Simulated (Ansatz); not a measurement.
# SiO2: the cost of one run

Computed with Ansatz 0.2.0 (DFT, PBE, plane-wave PAW, default files, scalar-relativistic, unless a step's input says otherwise).

3 further runs of the same task are left out: 1 that didn't finish, 2 set aside as unsound or not needed.

## (1) The system as given

The structure is tetragonal, space group P4_12_12 (No. 92). The conventional cell has a = 7.464 Å, b = 7.464 Å, c = 8.620 Å, α = 90.00°, β = 90.00°, γ = 90.00°. Si (site symmetry 2) has 4 O at 1.57 to 1.65 Å as nearest neighbours. Si (site symmetry 1) has 3 O at 1.59 to 1.61 Å as nearest neighbours. O (site symmetry 1) has 2 Si at 1.57 to 1.61 Å as nearest neighbours. O (site symmetry 1) has 2 Si at 1.61 to 1.65 Å as nearest neighbours. O (site symmetry 1) has 1 Si at 1.59 Å as nearest neighbours.

As a file:

```
CELL_PARAMETERS angstrom
7.46400 0.00000 0.00000
0.00000 7.46400 0.00000
0.00000 0.00000 8.62000
ATOMIC_POSITIONS crystal
Si 0.41000 0.41000 0.00000
Si 0.09000 0.91000 0.25000
Si 0.59000 0.59000 0.50000
Si 0.91000 0.09000 0.75000
Si 0.32600 0.12000 0.24800
Si 0.38000 0.82600 0.49800
Si 0.67400 0.88000 0.74800
Si 0.62000 0.17400 0.99800
Si 0.82600 0.38000 0.50200
Si 0.88000 0.67400 0.25200
Si 0.17400 0.62000 0.00200
Si 0.12000 0.32600 0.75200
O 0.34400 0.29700 0.14300
O 0.20300 0.84400 0.39300
O 0.65600 0.70300 0.64300
O 0.79700 0.15600 0.89300
O 0.84400 0.20300 0.60700
O 0.70300 0.65600 0.35700
O 0.15600 0.79700 0.10700
O 0.29700 0.34400 0.85700
O 0.11700 0.12300 0.29600
O 0.37700 0.61700 0.54600
O 0.88300 0.87700 0.79600
O 0.62300 0.38300 0.04600
O 0.61700 0.37700 0.45400
O 0.87700 0.88300 0.20400
O 0.38300 0.62300 0.95400
O 0.12300 0.11700 0.70400
O 0.44500 0.13200 0.40000
O 0.36800 0.94500 0.65000
O 0.55500 0.86800 0.90000
O 0.63200 0.05500 0.15000
O 0.94500 0.36800 0.35000
O 0.86800 0.55500 0.10000
O 0.05500 0.63200 0.85000
O 0.13200 0.44500 0.60000
```

## (2) Relaxation of the positions

File input.yaml:

```yaml
crystal:
  lattice:
    - [7.464, 0.0, 0.0]
    - [0.0, 7.464, 0.0]
    - [0.0, 0.0, 8.62]
  atoms:
    - { symbol: Si, position: [0.41, 0.41, 0.0] }
    - { symbol: Si, position: [0.09, 0.91, 0.25] }
    - { symbol: Si, position: [0.59, 0.59, 0.5] }
    - { symbol: Si, position: [0.91, 0.09, 0.75] }
    - { symbol: Si, position: [0.326, 0.12, 0.248] }
    - { symbol: Si, position: [0.38, 0.826, 0.498] }
    - { symbol: Si, position: [0.674, 0.88, 0.748] }
    - { symbol: Si, position: [0.62, 0.174, 0.998] }
    - { symbol: Si, position: [0.826, 0.38, 0.502] }
    - { symbol: Si, position: [0.88, 0.674, 0.252] }
    - { symbol: Si, position: [0.174, 0.62, 0.002] }
    - { symbol: Si, position: [0.12, 0.326, 0.752] }
    - { symbol: O, position: [0.344, 0.297, 0.143] }
    - { symbol: O, position: [0.203, 0.844, 0.393] }
    - { symbol: O, position: [0.656, 0.703, 0.643] }
    - { symbol: O, position: [0.797, 0.156, 0.893] }
    - { symbol: O, position: [0.844, 0.203, 0.607] }
    - { symbol: O, position: [0.703, 0.656, 0.357] }
    - { symbol: O, position: [0.156, 0.797, 0.107] }
    - { symbol: O, position: [0.297, 0.344, 0.857] }
    - { symbol: O, position: [0.117, 0.123, 0.296] }
    - { symbol: O, position: [0.377, 0.617, 0.546] }
    - { symbol: O, position: [0.883, 0.877, 0.796] }
    - { symbol: O, position: [0.623, 0.383, 0.046] }
    - { symbol: O, position: [0.617, 0.377, 0.454] }
    - { symbol: O, position: [0.877, 0.883, 0.204] }
    - { symbol: O, position: [0.383, 0.623, 0.954] }
    - { symbol: O, position: [0.123, 0.117, 0.704] }
    - { symbol: O, position: [0.445, 0.132, 0.4] }
    - { symbol: O, position: [0.368, 0.945, 0.65] }
    - { symbol: O, position: [0.555, 0.868, 0.9] }
    - { symbol: O, position: [0.632, 0.055, 0.15] }
    - { symbol: O, position: [0.945, 0.368, 0.35] }
    - { symbol: O, position: [0.868, 0.555, 0.1] }
    - { symbol: O, position: [0.055, 0.632, 0.85] }
    - { symbol: O, position: [0.132, 0.445, 0.6] }
kpoints:
  mp_grid: { grid: [3, 3, 3] }
scf:
  occupations: { method: fermi_dirac, width: 0.02 }
hamiltonian:
  xc: pbe
  pseudopotentials: { kind: paw }
output:
  forces: true
  stress: true
  populations: true
  efg: { quadrupole_moments_barn: { O: -0.02558 }, contact_densities: true }
  write_density: true
  write_potential: true
  elf: true
  volumetric_format: npy
relax:
  f_tol: 0.02
  max_steps: 60
```

Started as:

```
$ ansatz run input.yaml --threads 4 --pin off --max-ram 8192MiB --backend cpu --events-out ev --progress --plain --runs-dir out
```

**Question.** How long does this run take on 4 threads of Intel Xeon 6975P-C (Granite Rapids), shared host, and how much memory does it need?

About 57 s, with a peak of 1.7 GiB.
